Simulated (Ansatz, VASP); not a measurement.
## Al: VASP beside Ansatz

```
Al
1.0
     0.00000    1.86387    1.86387
     1.86387    0.00000    1.86387
     1.86387    1.86387    0.00000
Al
1
Direct
  0.00000 0.00000 0.00000
```

Change from the starting cell: volume scaled by 0.8, LAPW.

Alike in both runs: task single point; functional PBEsol; k mesh 18 × 18 × 18; occupations fermi-dirac, width 0.08 eV; no spin polarisation.

```csv
,VASP,Ansatz
version,VASP 6.6.1,Ansatz 0.2.0
potentials or method,"VASP PAW PBE potentials, release 64 (Al), cutoff 520 eV","all-electron LAPW, scalar-relativistic"
```

Ansatz gave:

- pressure (GPa): 29.8

Question: Which values does VASP return?

Answer: Pressure (GPa): 30.1.

Ansatz ran all-electron here, so the differences hold the error of VASP's frozen core and of both bases.

Caveats: so large a pressure means that the cell lies far from this level's equilibrium, or that cutoff or potentials fall short (VASP); the potentials were made for another functional, which shifts forces and pressure (VASP).
